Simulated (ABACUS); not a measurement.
# Pt (Fm-3m) in ABACUS: further runs, part 2 of 3

ABACUS 3.10.1. Earlier steps stand in the parts before.

## Step 3: Single point, SCAN

File run_abacus.py:

```python
"""ABACUS run from a structure file: ASE reads it, the script writes STRU, KPT and INPUT."""
import re
import subprocess
import spglib
from ase import Atoms
from ase.io import read
from ase.units import Bohr

atoms = read("Pt.cif")
cell, frac, numbers = spglib.standardize_cell((atoms.cell[:], atoms.get_scaled_positions(), atoms.numbers), to_primitive=True, symprec=1e-4)
atoms = Atoms(numbers=numbers, cell=cell, scaled_positions=frac, pbc=True)  # the primitive cell
atoms = atoms[(-atoms.numbers).argsort(kind="stable")]  # ABACUS lists atoms element by element
pseudo = {'Pt': 'Pt_ONCV_PBE-1.2.upf'}
orbital = {'Pt': 'Pt_confined-atom_7au_3s2p2d1f.orb'}
magmoms = None
kmesh = [9, 9, 9]
params = {
    'suffix': 'Pt',
    'calculation': 'scf',
    'basis_type': 'lcao',
    'pseudo_dir': './',
    'orbital_dir': './',
    'symmetry': 1,
    'dft_functional': 'scan',
    'ecutwfc': 100,
    'pseudo_rcut': 10,
    'nspin': 1,
    'nbands': 19,
    'ks_solver': 'genelpa',
    'smearing_method': 'fd',
    'smearing_sigma': 0.00367493,
    'scf_thr': 1e-07,
    'scf_nmax': 100,
    'mixing_type': 'broyden',
    'mixing_beta': 0.7,
    'cal_force': 1,
    'cal_stress': 1,
    'mixing_tau': 1,
    'out_mul': 1,
    'out_chg': 1,
}

symbols = atoms.get_chemical_symbols()
elements = list(dict.fromkeys(symbols))
lines = ["ATOMIC_SPECIES"] + [f"{e} {atoms.get_masses()[symbols.index(e)]:.4f} {pseudo[e]}" for e in elements]
if orbital:
    lines += ["", "NUMERICAL_ORBITAL"] + [orbital[e] for e in elements]
lines += ["", "LATTICE_CONSTANT", f"{1 / Bohr:.10f}", "", "LATTICE_VECTORS"]
lines += [" ".join(f"{x:.10f}" for x in v) for v in atoms.cell]
lines += ["", "ATOMIC_POSITIONS", "Direct"]
for e in elements:
    lines += ["", e, "0.0", str(symbols.count(e))]
    for i, p in enumerate(atoms.get_scaled_positions(wrap=False)):
        if symbols[i] == e:
            mag = "" if magmoms is None else " mag " + " ".join(str(x) for x in (magmoms[i] if isinstance(magmoms[i], list) else [magmoms[i]]))
            lines.append(" ".join(f"{x:.10f}" for x in p) + " 1 1 1" + mag)
open("STRU", "w").write("\n".join(lines) + "\n")
open("KPT", "w").write("K_POINTS\n0\nGamma\n%d %d %d 0 0 0\n" % tuple(kmesh))
open("INPUT", "w").write("INPUT_PARAMETERS\n" + "".join(f"{k:<20s}{v}\n" for k, v in params.items()))

done = subprocess.run(['mpirun', '-np', '4', 'abacus'])
if done.returncode:
    raise SystemExit(done.returncode)
log = open("OUT.Pt/running_scf.log").read()
print("final energy (eV):", re.findall(r"FINAL_ETOT_IS (\S+)", log))
```

File Pt.cif:

```cif
data_Pt
_cell_length_a 3.92180000
_cell_length_b 3.92180000
_cell_length_c 3.92180000
_cell_angle_alpha 90.00000000
_cell_angle_beta 90.00000000
_cell_angle_gamma 90.00000000
_space_group_name_H-M_alt 'Fm-3m'
_space_group_name_Hall '-F 4 2 3'
_space_group_IT_number 225
loop_
_space_group_symop_operation_xyz
'x,y,z'
'-x,-y,-z'
'-y,x,z'
'y,-x,-z'
'-x,-y,z'
'x,y,-z'
'y,-x,z'
'-y,x,-z'
'x,-y,-z'
'-x,y,z'
'-y,-x,-z'
'y,x,z'
'-x,y,-z'
'x,-y,z'
'y,x,-z'
'-y,-x,z'
'z,x,y'
'-z,-x,-y'
'z,-y,x'
'-z,y,-x'
'z,-x,-y'
'-z,x,y'
'z,y,-x'
'-z,-y,x'
'-z,x,-y'
'z,-x,y'
'-z,-y,-x'
'z,y,x'
'-z,-x,y'
'z,x,-y'
'-z,y,x'
'z,-y,-x'
'y,z,x'
'-y,-z,-x'
'x,z,-y'
'-x,-z,y'
'-y,z,-x'
'y,-z,x'
'-x,z,y'
'x,-z,-y'
'-y,-z,x'
'y,z,-x'
'-x,-z,-y'
'x,z,y'
'y,-z,-x'
'-y,z,x'
'x,-z,y'
'-x,z,-y'
'x,y+1/2,z+1/2'
'-x,-y+1/2,-z+1/2'
'-y,x+1/2,z+1/2'
[... 62 lines left out ...]
'-z+1/2,-x,-y+1/2'
'z+1/2,-y,x+1/2'
'-z+1/2,y,-x+1/2'
'z+1/2,-x,-y+1/2'
'-z+1/2,x,y+1/2'
'z+1/2,y,-x+1/2'
'-z+1/2,-y,x+1/2'
'-z+1/2,x,-y+1/2'
'z+1/2,-x,y+1/2'
'-z+1/2,-y,-x+1/2'
'z+1/2,y,x+1/2'
'-z+1/2,-x,y+1/2'
'z+1/2,x,-y+1/2'
'-z+1/2,y,x+1/2'
'z+1/2,-y,-x+1/2'
'y+1/2,z,x+1/2'
'-y+1/2,-z,-x+1/2'
'x+1/2,z,-y+1/2'
'-x+1/2,-z,y+1/2'
'-y+1/2,z,-x+1/2'
'y+1/2,-z,x+1/2'
'-x+1/2,z,y+1/2'
'x+1/2,-z,-y+1/2'
'-y+1/2,-z,x+1/2'
'y+1/2,z,-x+1/2'
'-x+1/2,-z,-y+1/2'
'x+1/2,z,y+1/2'
'y+1/2,-z,-x+1/2'
'-y+1/2,z,x+1/2'
'x+1/2,-z,y+1/2'
'-x+1/2,z,-y+1/2'
'x+1/2,y+1/2,z'
'-x+1/2,-y+1/2,-z'
'-y+1/2,x+1/2,z'
'y+1/2,-x+1/2,-z'
'-x+1/2,-y+1/2,z'
'x+1/2,y+1/2,-z'
'y+1/2,-x+1/2,z'
'-y+1/2,x+1/2,-z'
'x+1/2,-y+1/2,-z'
'-x+1/2,y+1/2,z'
'-y+1/2,-x+1/2,-z'
'y+1/2,x+1/2,z'
'-x+1/2,y+1/2,-z'
'x+1/2,-y+1/2,z'
'y+1/2,x+1/2,-z'
'-y+1/2,-x+1/2,z'
'z+1/2,x+1/2,y'
'-z+1/2,-x+1/2,-y'
'z+1/2,-y+1/2,x'
'-z+1/2,y+1/2,-x'
'z+1/2,-x+1/2,-y'
'-z+1/2,x+1/2,y'
'z+1/2,y+1/2,-x'
'-z+1/2,-y+1/2,x'
'-z+1/2,x+1/2,-y'
'z+1/2,-x+1/2,y'
'-z+1/2,-y+1/2,-x'
'z+1/2,y+1/2,x'
'-z+1/2,-x+1/2,y'
'z+1/2,x+1/2,-y'
'-z+1/2,y+1/2,x'
'z+1/2,-y+1/2,-x'
'y+1/2,z+1/2,x'
'-y+1/2,-z+1/2,-x'
'x+1/2,z+1/2,-y'
'-x+1/2,-z+1/2,y'
'-y+1/2,z+1/2,-x'
'y+1/2,-z+1/2,x'
'-x+1/2,z+1/2,y'
'x+1/2,-z+1/2,-y'
'-y+1/2,-z+1/2,x'
'y+1/2,z+1/2,-x'
'-x+1/2,-z+1/2,-y'
'x+1/2,z+1/2,y'
'y+1/2,-z+1/2,-x'
'-y+1/2,z+1/2,x'
'x+1/2,-z+1/2,y'
'-x+1/2,z+1/2,-y'
loop_
_atom_site_label
_atom_site_type_symbol
_atom_site_symmetry_multiplicity
_atom_site_Wyckoff_symbol
_atom_site_fract_x
_atom_site_fract_y
_atom_site_fract_z
_atom_site_occupancy
Pt1 Pt 4 a 0.0000000000 0.0000000000 0.0000000000 1
```

Potentials or basis: SG15 ONCV 1.2 PBE, DZP LCAO (the cutoffs set its grid).

Command:

```sh
> OMP_NUM_THREADS=1 python run_abacus.py > log
```

running log:

```text
ABACUS v3.10.1

               Atomic-orbital Based Ab-initio Computation at UStc

 ------------------------------------------------------------------------------------

 READING GENERAL INFORMATION
                           global_out_dir = OUT.Pt/
                           global_in_card = INPUT
                               pseudo_dir = ./
                              orbital_dir = ./
                                    DSIZE = 4
                                    GSIZE = 1

 READING UNITCELL INFORMATION
                                    ntype = 1
                  lattice constant (Bohr) = 1.88973
              lattice constant (Angstrom) = 1

 READING ATOM TYPE 1
                               atom label = Pt
                      L=0, number of zeta = 3
                      L=1, number of zeta = 2
                      L=2, number of zeta = 2
                      L=3, number of zeta = 1
             number of atom for this type = 1

                        TOTAL ATOM NUMBER = 1
DIRECT COORDINATES
    atom                   x                   y                   z     mag                  vx                  vy                  vz
taud_Pt1            0.0000000000        0.0000000000        0.0000000000  0.0000        0.0000000000        0.0000000000        0.0000000000

                          Volume (Bohr^3) = 101.764
                             Volume (A^3) = 15.0798

 Lattice vectors: (Cartesian coordinate: in unit of a_0)
                   +0             +1.9609             +1.9609
              +1.9609                  +0             +1.9609
              +1.9609             +1.9609                  +0
 Reciprocal vectors: (Cartesian coordinate: in unit of 2 pi/a_0)
            -0.254985           +0.254985           +0.254985
            +0.254985           -0.254985           +0.254985
            +0.254985           +0.254985           -0.254985
 The esolver type has been set to : ksdft_lcao

                PAO radial cut off (Bohr) = 10

 Read in pseudopotential file is Pt_ONCV_PBE-1.2.upf
                     pseudopotential type = NC
[... 197 lines left out ...]
             meshcell numbers in big cell = [ 3, 3, 3 ]
                        extended fft grid = [ 20, 20, 20 ]
                dimension of extened grid = [ 53, 53, 53 ]
                            UnitCellTotal = 125
              Atom number in sub-FFT-grid = 1
    Local orbitals number in sub-FFT-grid = 26
                                ParaV.nnr = 42081
                                 init_chg = atomic

 LCAO ALGORITHM --------------- ION=   1  ELEC=   1--------------------------------

 Density error is 0.014684402012
----------------------------------------------------------
     Energy           Rydberg                 eV
----------------------------------------------------------
 E_KohnSham     -242.5201619957      -3299.6560830247
 E_Harris       -242.5752863476      -3300.4060883096
 E_Fermi        1.7161299880         23.3491463449
----------------------------------------------------------
[... 102 lines left out ...]
 Density error is 3.58044813759e-08
----------------------------------------------------------
     Energy           Rydberg                 eV
----------------------------------------------------------
 E_KohnSham     -242.5444997202      -3299.9872147539
 E_KS(sigma->0) -242.5440984793      -3299.9817555919
 E_Harris       -242.5444979522      -3299.9871906986
 E_band         -11.2122646709       -152.5506870089
 E_one_elec     -58.5676080765       -796.8531880709
 E_Hartree      39.6350901009        539.2630661163
 E_xc           -23.1699875826       -315.2438537122
 E_Ewald        -200.4411916804      -2727.1423207630
 E_entropy(-TS) -0.0008024817        -0.0109183241
 E_descf        0.0000000000         0.0000000000
 E_exx          0.0000000000         0.0000000000
 E_Fermi        1.7084565920         23.2447444372
----------------------------------------------------------

 charge density convergence is achieved
 final etot is -3299.9872148 eV
 EFERMI = 23.244744437 eV

 STATE ENERGY(eV) AND OCCUPATIONS    NSPIN == 1
 1/35 kpoint (Cartesian) = 0.0000 0.0000 0.0000 (438 pws)
       1       -78.3916     0.00274348
       2       -31.3176     0.00274348
       3       -31.3176     0.00274348
       4       -31.3176     0.00274348
       5        12.2760     0.00274348
       6        19.2360     0.00274348
[... 104 lines left out ...]
       6        18.7903      0.0164609
[... 11 lines left out ...]
      18        57.2549        0.00000
      19        59.6346        0.00000

[... levels at 29 further k points ...]

 correction force for each atom along direction 1 is -2.69314e-13
 correction force for each atom along direction 2 is -5.33304e-13
 correction force for each atom along direction 3 is 3.53541e-14
------------------------------------------------------------------------------------------
 TOTAL-FORCE (eV/Angstrom)
------------------------------------------------------------------------------------------
                       Pt1         0.0000000000         0.0000000000         0.0000000000
------------------------------------------------------------------------------------------

----------------------------------------------------------------
 TOTAL-STRESS (KBAR)
----------------------------------------------------------------
        15.6732794857         0.0000000000        -0.0000000000
        -0.0000000000        15.6732794857         0.0000000000
        -0.0000000000        -0.0000000000        15.6732794857
----------------------------------------------------------------
 TOTAL-PRESSURE: 15.673279 KBAR

 --------------------------------------------
 !FINAL_ETOT_IS -3299.9872147539026628 eV
 --------------------------------------------
```

Wall time 12 s (4 MPI ranks of Intel Xeon 6975P-C (Granite Rapids), shared host); peak memory 0.36 GiB.

Results:

| Property | Result |
| --- | --- |
| Free energy | -3299.9872 eV |
| Pressure | 1.6 GPa |
| Band gap on the k mesh | none (metal or under the smearing width) |

Caveat: the atomic orbitals were generated for these runs and aren't a published set; the potentials were made for another functional, which shifts forces and pressure; the basis of atomic orbitals isn't converged, which shifts pressures, moduli and gaps. Spin-orbit coupling is left out, which matters for the levels of Pt.

(Part 2 of 3 ends here.)
